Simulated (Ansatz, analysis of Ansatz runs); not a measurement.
**Hyperfine coupling of the NV- centre in diamond (PBEsol)**

How near does this set-up come to the measured hyperfine coupling? Subject: NV- centre in diamond. Set-up: PBEsol, 64-site cell, PBEsol lattice, 420 eV, k: the single point 1/4 1/4 1/4 then 2x2x2 shifted 0.5 0.5 0.5. The model is a cell of 64 host atoms with 1 site emptied and N put on another atom's site. The isotropic coupling follows from the spin density at the nucleus, the nuclear g-factor and the total spin. A local or semilocal functional is the cheapest first rung.

Measured beforehand: 14N, isotropic: -2.51 MHz at 300 K, by EPR (room temperature) (“Hyperfine interaction in the ground state of the negatively charged nitrogen vacancy center in diamond”, 2009, S. Felton et al.). The calculation is set beside it at the end.

Calculated with Ansatz 0.2.0; plane-wave PAW DFT, PBEsol; relaxation of all atoms of a defect supercell.

**1. Starting point**

The cell holds 63 atoms: 62 C and 1 N. Its edges and angles: a = 7.108 Å, b = 7.108 Å, c = 7.108 Å, α = 90.0°, β = 90.0°, γ = 90.0°. It derives from C (space group Fd-3m). Nearest the centre at fractional (0.375, 0.375, 0.375): C48 at 1.54 Å, N4 at 1.54 Å, C41 at 1.54 Å, C26 at 1.54 Å, C52 at 2.51 Å, C37 at 2.51 Å, C22 at 2.51 Å, C30 at 2.51 Å. The cell carries charge −1.

The host's primitive cell comes from a first run (plane-wave PAW DFT, PBEsol; relaxation of the host's cell and atoms): vectors of 2.513, 2.513 and 2.513 Å. That is 5.61 Å³ an atom, 1.1 % under the diffraction cell's volume. The supercell is built on it.

**2. Relaxation, charge −1**

Every later number rests on the structure around the defect, so the atoms are relaxed at the host's lattice first.

The input, relax/input.yaml:

```yaml
relax:
  f_tol: 0.02
  max_steps: 80
  random_displacement: { amplitude: 0.02, seed: 391 }
crystal:
  lattice:
    - [7.10761702, 0.0, 0.0]
    - [0.0, 7.10761702, 0.0]
    - [0.0, 0.0, 7.10761702]
  atoms:
    - { symbol: C, position: [0.0, 0.0, 0.25] }
    - { symbol: C, position: [0.0, 0.25, 0.0] }
    - { symbol: C, position: [0.25, 0.0, 0.0] }
    - { symbol: "N", position: [0.25, 0.25, 0.25] }
    - { symbol: C, position: [0.125, 0.125, 0.375] }
    - { symbol: C, position: [0.125, 0.375, 0.125] }
    - { symbol: C, position: [0.375, 0.125, 0.125] }
    - { symbol: C, position: [0.0, 0.0, 0.75] }
    - { symbol: C, position: [0.0, 0.25, 0.5] }
    - { symbol: C, position: [0.25, 0.0, 0.5] }
    - { symbol: C, position: [0.25, 0.25, 0.75] }
    - { symbol: C, position: [0.125, 0.125, 0.875] }
    - { symbol: C, position: [0.125, 0.375, 0.625] }
    - { symbol: C, position: [0.375, 0.125, 0.625] }
    - { symbol: C, position: [0.375, 0.375, 0.875] }
    - { symbol: C, position: [0.0, 0.5, 0.25] }
    - { symbol: C, position: [0.0, 0.75, 0.0] }
    - { symbol: C, position: [0.25, 0.5, 0.0] }
    - { symbol: C, position: [0.25, 0.75, 0.25] }
    - { symbol: C, position: [0.125, 0.625, 0.375] }
    - { symbol: C, position: [0.125, 0.875, 0.125] }
    - { symbol: C, position: [0.375, 0.625, 0.125] }
    - { symbol: C, position: [0.375, 0.875, 0.375] }
    - { symbol: C, position: [0.0, 0.5, 0.75] }
    - { symbol: C, position: [0.0, 0.75, 0.5] }
    - { symbol: C, position: [0.25, 0.5, 0.5] }
    - { symbol: C, position: [0.25, 0.75, 0.75] }
    - { symbol: C, position: [0.125, 0.625, 0.875] }
    - { symbol: C, position: [0.125, 0.875, 0.625] }
    - { symbol: C, position: [0.375, 0.625, 0.625] }
    - { symbol: C, position: [0.375, 0.875, 0.875] }
    - { symbol: C, position: [0.5, 0.0, 0.25] }
    - { symbol: C, position: [0.5, 0.25, 0.0] }
    - { symbol: C, position: [0.75, 0.0, 0.0] }
    - { symbol: C, position: [0.75, 0.25, 0.25] }
    - { symbol: C, position: [0.625, 0.125, 0.375] }
    - { symbol: C, position: [0.625, 0.375, 0.125] }
    - { symbol: C, position: [0.875, 0.125, 0.125] }
    - { symbol: C, position: [0.875, 0.375, 0.375] }
    - { symbol: C, position: [0.5, 0.0, 0.75] }
    - { symbol: C, position: [0.5, 0.25, 0.5] }
    - { symbol: C, position: [0.75, 0.0, 0.5] }
    - { symbol: C, position: [0.75, 0.25, 0.75] }
    - { symbol: C, position: [0.625, 0.125, 0.875] }
    - { symbol: C, position: [0.625, 0.375, 0.625] }
    - { symbol: C, position: [0.875, 0.125, 0.625] }
    - { symbol: C, position: [0.875, 0.375, 0.875] }
    - { symbol: C, position: [0.5, 0.5, 0.25] }
    - { symbol: C, position: [0.5, 0.75, 0.0] }
    - { symbol: C, position: [0.75, 0.5, 0.0] }
    - { symbol: C, position: [0.75, 0.75, 0.25] }
    - { symbol: C, position: [0.625, 0.625, 0.375] }
    - { symbol: C, position: [0.625, 0.875, 0.125] }
    - { symbol: C, position: [0.875, 0.625, 0.125] }
    - { symbol: C, position: [0.875, 0.875, 0.375] }
    - { symbol: C, position: [0.5, 0.5, 0.75] }
    - { symbol: C, position: [0.5, 0.75, 0.5] }
    - { symbol: C, position: [0.75, 0.5, 0.5] }
    - { symbol: C, position: [0.75, 0.75, 0.75] }
    - { symbol: C, position: [0.625, 0.625, 0.875] }
    - { symbol: C, position: [0.625, 0.875, 0.625] }
    - { symbol: C, position: [0.875, 0.625, 0.625] }
    - { symbol: C, position: [0.875, 0.875, 0.875] }
total_charge: -1
basis:
  ecutwfc: 420
  xc_grid: 2
hamiltonian:
  xc: pbesol
kpoints:
  mp_grid: { grid: [1, 1, 1], shift: [0.25, 0.25, 0.25] }
magnetization:
  spin_polarized: true
  initial_magnetization: 2
  spin_locking: { lock_magnetization: hard }
scf:
  occupations: { method: fermi_dirac, width: 0.01 }
  max_iter: 120
output:
  forces: true
checkpoint:
  write: "../relax.run"
  compress: false
  write_wavefunctions: true
  write_every: 100000
```

Launch:

```
$ ansatz run input.yaml --threads 2 --pin off --max-ram 3768MiB --backend cpu --events-out ev --progress --plain --runs-dir out
```

Numbers of over 12 decimals in the logs are rounded to 6 here.

The program printed:

```text
[... repeated set-up lines and file paths are left out, and long positions are rounded to six places ...]
Engine: ansatz 0.2.0, x86_64-unknown-linux-gnu
Pseudopotentials: kind: paw
Pseudopotential: C, paw, valence charge 4, recommended cutoff 420 eV (normal), C.paw.azcp
Pseudopotential: N, paw, valence charge 5, recommended cutoff 420 eV (normal), N.paw.azcp
Functional definition: PBEsol
  exchange = pbesol_x
  correlation = pbesol_c
Crystal: 63 atoms, lattice volume = 359.064 Å³
Basis set: ecut = 420 eV, 7075 PW (Γ), exchange–correlation on 96×96×96 points (8 copies of the dense FFT grid, shifted against one another)
Bands: 191, of which v1, the nominal top of the filled ones, is band 127 counted from 1 (126 counted from 0)
Symmetry: 1 space group operations
k-points: 1
Non-local potential: C, projectors of the file, l = 0: 2, l = 1: 2, l = 2: 1
Non-local potential: N, projectors of the file, l = 0: 2, l = 1: 2, l = 2: 1
PAW form: soft (Blöchl's): semilocal exchange-correlation on the pseudo side does not see the compensation charge
PAW frozen core: C, regenerated for the run's functional, and the local potential with it (the file was generated under x = pbe(κ = 0.804, μ = 0.219515), c = pbe(β = 0.066725))
PAW frozen core: N, regenerated for the run's functional, and the local potential with it (the file was generated under x = pbe(κ = 0.804, μ = 0.219515), c = pbe(β = 0.066725))
PAW one-centre angular grid: C, 110 points (default); XC on 64 Gauss nodes
PAW one-centre angular grid: N, 110 points (default); XC on 64 Gauss nodes
Initial density: superposition of atomic densities (chi_scale 0.1, normalization cell, long waves kept (reshape's long-wave potential 0.21 eV rms))
Starting moments: Σ|m| = 2 μB on 63 of 63 sites
Initial wavefunctions: pseudopotential atomic-orbital guess
Functional: x = pbesol(κ = 0.804, μ = 0.123457), c = pbesol(β = 0.046)
SCF iter   1: F=—  HF=-15666.140865 eV  |F-HF|=—  |Δ(HF+E_count)|=         —  Δρ=7.10e-2 (↑7.10e-2 ↓6.97e-2)  dr2=4.94e1  dr2_m=6.57e-1  M=2.000 μB ∫|m|=2.002 μB  β_m=0.30  ethr=3.10e-3  ⟨swp⟩=6.0  Hψ=1530  notcnv=0  defer=75
preconditioner: auto → Resta (q_TF=auto, 2.575 Å⁻¹)  ε∞=4.4  [insulator: Δε(μ)=1.020 eV  Ē_g=17.026 eV  σ=0.010 eV  W_gap=1.00  n_scr=92 (ndim 8)  ℏωp=31.2 eV  f_vac=0.000  D(μ)=0.00/eV (n_scr^D=0)  ε∞_Penn≈4.4]
spin=Collinear: Resta preconditioning applied to the charge; magnetization (m = ρ↑ − ρ↓) channel mixes plain (no charge-response kernel on spin).
SCF iter   2: F=—  HF=-15658.913389 eV  |F-HF|=—  |Δ(HF+E_count)|=    7.23e0  Δρ=5.13e-2 (↑5.13e-2 ↓5.06e-2)  dr2=2.61e1  dr2_m=3.55e-1  M=2.000 μB ∫|m|=2.010 μB  β_m=0.65  ethr=3.10e-3  ⟨swp⟩=3.0  Hψ=711  notcnv=0  defer=111
SCF iter   3: F=—  HF=-15650.218551 eV  |F-HF|=—  |Δ(HF+E_count)|=    8.69e0  Δρ=4.14e-3 (↑4.14e-3 ↓4.11e-3)  dr2=1.34e-1  dr2_m=7.19e-4  M=2.000 μB ∫|m|=2.123 μB  β_m=0.70  ethr=3.10e-3  ⟨swp⟩=3.0  Hψ=559  notcnv=0  defer=111
SCF iter   4: F=—  HF=-15650.275990 eV  |F-HF|=—  |Δ(HF+E_count)|=   5.74e-2  Δρ=1.88e-3 (↑1.88e-3 ↓1.87e-3)  dr2=2.69e-2  dr2_m=1.53e-4  M=2.000 μB ∫|m|=2.142 μB  β_m=0.76  ethr=5.29e-5  ⟨swp⟩=3.0  Hψ=611  notcnv=0  defer=111
SCF iter   5: F=—  HF=-15650.288392 eV  |F-HF|=—  |Δ(HF+E_count)|=   1.24e-2  Δρ=3.86e-4 (↑3.74e-4 ↓3.86e-4)  dr2=1.14e-3  dr2_m=1.50e-5  M=2.000 μB ∫|m|=2.151 μB  β_m=0.79  ethr=1.06e-5  ⟨swp⟩=3.0  Hψ=553  notcnv=0  defer=111
SCF iter   6: F=—  HF=-15650.289587 eV  |F-HF|=—  |Δ(HF+E_count)|=   1.20e-3  Δρ=7.21e-5 (↑7.21e-5 ↓6.34e-5)  dr2=3.84e-5  dr2_m=1.38e-6  M=2.000 μB ∫|m|=2.155 μB  β_m=0.83  ethr=4.48e-7  ⟨swp⟩=2.0  Hψ=529  notcnv=0  defer=111
SCF iter   7: F=-15650.289616 eV  HF=-15650.289617 eV  |F-HF|=4.89e-7  |Δ(HF+E_count)|=   2.97e-5  Δρ=2.44e-5 (↑1.92e-5 ↓2.44e-5)  dr2=3.88e-6  dr2_m=1.68e-7  M=2.000 μB ∫|m|=2.156 μB  ethr=3.94e-9  ⟨swp⟩=4.0  Hψ=924  notcnv=0
SCF 1 converged in 7 iterations: F = -15650.289616 eV  dr2 = 3.88e-6
  greatest PAW one-centre occupation: 0.790 electrons in one spin orbital (limit 2), on the N atom at site 3 (counted from 0), in its partial waves of l = 0
relax step   1: F+E_penalty+E_count = -15650.28961638 eV  Δ(F+E_penalty+E_count) = +0.000e0 eV  max|allowed force component| = 2.148e0 eV/Å  Δτ_max = 0.0000 Å  (7 SCF iters, dr2 threshold 1.00e-5 eV, accepted)
[... the SCF cycles and remarks between the steps are left out from here to the last step ...]
relax step   2: F+E_penalty+E_count = -15651.21563528 eV  Δ(F+E_penalty+E_count) = -9.260e-1 eV  max|allowed force component| = 1.189e0 eV/Å  Δτ_max = 0.0813 Å  (5 SCF iters, dr2 threshold 1.00e-4 eV, accepted)
relax step   3: F+E_penalty+E_count = -15651.50118239 eV  Δ(F+E_penalty+E_count) = -2.855e-1 eV  max|allowed force component| = 4.908e-1 eV/Å  Δτ_max = 0.0494 Å  (5 SCF iters, dr2 threshold 8.83e-5 eV, accepted)
relax step   4: F+E_penalty+E_count = -15651.51664924 eV  Δ(F+E_penalty+E_count) = -1.547e-2 eV  max|allowed force component| = 8.616e-2 eV/Å  Δτ_max = 0.0193 Å  (4 SCF iters, dr2 threshold 4.11e-5 eV, accepted)
relax step   5: F+E_penalty+E_count = -15651.51719184 eV  Δ(F+E_penalty+E_count) = -5.426e-4 eV  max|allowed force component| = 5.972e-3 eV/Å  Δτ_max = 0.0062 Å  (4 SCF iters, dr2 threshold 4.64e-7 eV, accepted)
iter 1 solved again at ethr=8.17e-11 eV; its pass at ethr=3.10e-3 eV (dr2=2.08e-7 eV) is discarded
SCF iter   1: F=—  HF=-15651.517192 eV  |F-HF|=—  |Δ(HF+E_count)|=         —  Δρ=4.65e-6 (↑4.58e-6 ↓4.65e-6)  dr2=2.08e-7  dr2_m=1.39e-9  M=2.000 μB ∫|m|=2.201 μB  β_m=0.30  ethr=8.17e-11  ⟨swp⟩=1.0  Hψ=1062  notcnv=0  defer=114
SCF iter   2: F=-15651.517192 eV  HF=-15651.517192 eV  |F-HF|=2.70e-8  |Δ(HF+E_count)|=   2.32e-8  Δρ=3.04e-6 (↑3.02e-6 ↓3.04e-6)  dr2=8.08e-8  dr2_m=8.22e-10  M=2.000 μB ∫|m|=2.201 μB  ethr=3.94e-11  ⟨swp⟩=2.0  Hψ=1042  notcnv=0
SCF 6 converged in 2 iterations: F = -15651.517192 eV  dr2 = 8.08e-8
relax step   6: F+E_penalty+E_count = -15651.51719190 eV  Δ(F+E_penalty+E_count) = -5.941e-8 eV  max|allowed force component| = 5.990e-3 eV/Å  Δτ_max = 0.0000 Å  (2 SCF iters, accepted)
NSCF: frozen V_eff on 1 k-points
the band table was solved once a step of the walk had ended and its energy, with any forces and stress, was formed, with the checks that follow a solve (1804 applications of the Hamiltonian). They found nothing against the state; [...]
SCF converged after 2 iterations
Magnetization: 2.0000 μB (128.0000 up, 126.0000 down)
Absolute magnetization: 2.2017 μB (∫|ρ↑−ρ↓|, with the PAW one-centre terms)
Spin contamination: 0.0068 ħ² per cell (⟨S²⟩ above its minimum at these occupations)
Per-site moments (μB) at R_I (Å): [(0.00163593, 0.629672), (0.0016362, 0.629680), (0.00163611, 0.629673), [... 60 left out ...]
Free energy (F): -15651.517192 eV
Harris-Foulkes:  -15651.517192 eV  (|F-HF|=2.70e-8)
Internal energy: -15651.517192 eV  (E = F + TS)
E sigma→0 (E₀):  -15651.517192 eV
Fermi energy:    15.458678 (↑ 16.440046, ↓ 14.795147) eV
--- Per-component energies (eV) ---
  E_band       = 1052.800999
  E_kinetic    = 5875.489112
  E_local      = -4119.797763  (includes V_loc(G=0)·N_el)
  E_nonlocal   = 1709.553324
  E_hartree    = 929.751380
  E_xc         = -3072.729729
  E_vxc        = -3828.828019  (∫ρ·V_xc dr)
  E_paw        = -6036.017284  (= ΣΔE_a)
  E_vpaw       = -443.118742  (= ΣTr[D̂ρ^β])
  E_aug_tail   = 0.000634  (compensation charges beyond the density's cutoff)
  E_ewald      = -10939.103195
  E_core_change = 1.336330  (= ΣΔE_core)
  E_smearing   = -0.000000  (= −TS)
  E_closure    = 0.000000  (closes the sum)
  E_deformation_potential = -21.425967  (in the stress; not in F)
  Σ components = -15651.517192   (vs F -15651.517192, Δ=0.00e0)
--- Forces (eV/Å), atoms counted from 1 ---
  atom   1  C     -0.00116502    -0.00131861    -0.00057495
  atom   2  C     -0.00131193     0.00010151    -0.00179749
  [... 1 atom left out ...]
  atom   4  N      0.00186763     0.00445609     0.00212960
  atom   5  C     -0.00360013    -0.00351755     0.00384190
  atom   6  C     -0.00599004     0.00235198    -0.00461840
  atom   7  C      0.00516470    -0.00454012    -0.00389830
  [... 5 atoms left out ...]
  atom  13  C      0.00075517     0.00027565    -0.00137313
  [... 2 atoms left out ...]
  atom  16  C      0.00262146    -0.00108801    -0.00162573
  [... 5 atoms left out ...]
  atom  22  C      0.00066779    -0.00043730     0.00167117
  [... 3 atoms left out ...]
  atom  26  C     -0.00046435    -0.00019232    -0.00004056
  [... 14 atoms left out ...]
  atom  41  C      0.00098687    -0.00314549     0.00083485
  [... 6 atoms left out ...]
  atom  48  C      0.00074300     0.00053908    -0.00179217
  [... 15 atoms left out ...]
  max |Σ_I F_I| component: 5.02e-5 eV/Å
--- Band table (eV) ---
  k-point 0 ↑: bands = ["-8.2513", "-7.2654", "-6.9647", "-6.9646", [... 183 left out ...] "23.0492", "23.5060", "23.5060", "23.6508"]
  k-point 0 ↓: bands = ["-8.2320", "-7.2447", "-6.9355", "-6.9354", [... 183 left out ...] "23.1093", "23.5750", "23.5750", "23.7399"]
--- Relaxed structure (6 steps of the walk, 6 accepted, 0 SCFs on fresh bases) ---
  F+E_penalty+E_count = -15651.51719190 eV   max|allowed force component| = 5.990e-3 eV/Å
  atoms:
    - { symbol: C, position: [-0.001690, -0.001209, 0.249480] }
    - { symbol: C, position: [-0.001683, 0.249615, -0.001336] }
    [... 1 atom left out ...]
    - { symbol: N, position: [0.239012, 0.239482, 0.239361] }
    - { symbol: C, position: [0.125553, 0.126031, 0.369070] }
    - { symbol: C, position: [0.125567, 0.369207, 0.125909] }
    - { symbol: C, position: [0.368717, 0.126036, 0.125902] }
    [... 5 atoms left out ...]
    - { symbol: C, position: [0.127343, 0.376373, 0.623090] }
    [... 2 atoms left out ...]
    - { symbol: C, position: [0.001635, 0.497868, 0.251034] }
    [... 5 atoms left out ...]
    - { symbol: C, position: [0.375891, 0.623222, 0.127690] }
    [... 3 atoms left out ...]
    - { symbol: C, position: [0.244172, 0.508509, 0.508375] }
    [... 14 atoms left out ...]
    - { symbol: C, position: [0.508017, 0.244671, 0.508366] }
    [... 6 atoms left out ...]
    - { symbol: C, position: [0.508020, 0.508502, 0.244529] }
    [... 15 atoms left out ...]
```

The job ended after 29 s (2 threads of Intel Xeon Platinum 8488C (Sapphire Rapids), shared host; peak memory 1.1 GiB).

Relaxation path:

| step | energy less that of the first step (eV) | largest force component (eV/Å) |
| --- | --- | --- |
| 1 | 0.0000 | 2.1481 |
| 2 | -0.9260 | 1.1888 |
| 3 | -1.2116 | 0.4908 |
| 4 | -1.2270 | 0.0862 |
| 5 | -1.2276 | 0.0060 |
| 6 | -1.2276 | 0.0060 |

The atoms that moved most (Å, from the sites as typed, ahead of the random displacement, the mean shift of all atoms taken out):

| atom | dx | dy | dz | length |
| --- | --- | --- | --- | --- |
| N4 | -0.075 | -0.075 | -0.075 | 0.130 |
| C26 | -0.038 | 0.060 | 0.060 | 0.093 |
| C48 | 0.060 | 0.060 | -0.038 | 0.093 |
| C41 | 0.060 | -0.038 | 0.060 | 0.093 |
| C7 | -0.042 | 0.007 | 0.007 | 0.043 |
| C6 | 0.007 | -0.042 | 0.007 | 0.043 |
| C5 | 0.007 | 0.007 | -0.042 | 0.043 |
| C14 | 0.009 | 0.020 | -0.013 | 0.025 |

The atoms nearest to the centre after the run:

| atom | distance (Å) |
| --- | --- |
| C41 | 1.628 |
| C48 | 1.629 |
| C26 | 1.632 |
| N4 | 1.671 |
| C36 | 2.487 |
| C37 | 2.488 |
| C14 | 2.489 |
| C22 | 2.490 |
| C13 | 2.492 |
| C20 | 2.492 |
| C7 | 2.504 |
| C5 | 2.505 |
| C6 | 2.506 |
| C45 | 2.507 |
| C52 | 2.508 |
| C30 | 2.509 |

Numbers from this step:

- free energy: -15651.5172 eV
- total moment: 2 μB
- integral of the absolute spin density: 2.202 μB
- spin contamination: 0.006834

The relaxation ends 19 meV an atom lower than the displaced start, with a largest force component of 0.0060 eV/Å.

[end of part 1 of 2]

[Logs are printed without paths, hosts, clocks, repeated set-up lines and the standing remarks that a program may print on its own settings, such as how far it seeks lower states.]

[Hosts, paths, dates, database ids (printed as entryN), source tags and the programs' standing remarks are cut or masked in the printed files.]

[For some hosts the program warned that the k-mesh of the response run may be too coarse for force constants and the static dielectric constant; such warnings are not shown here.]
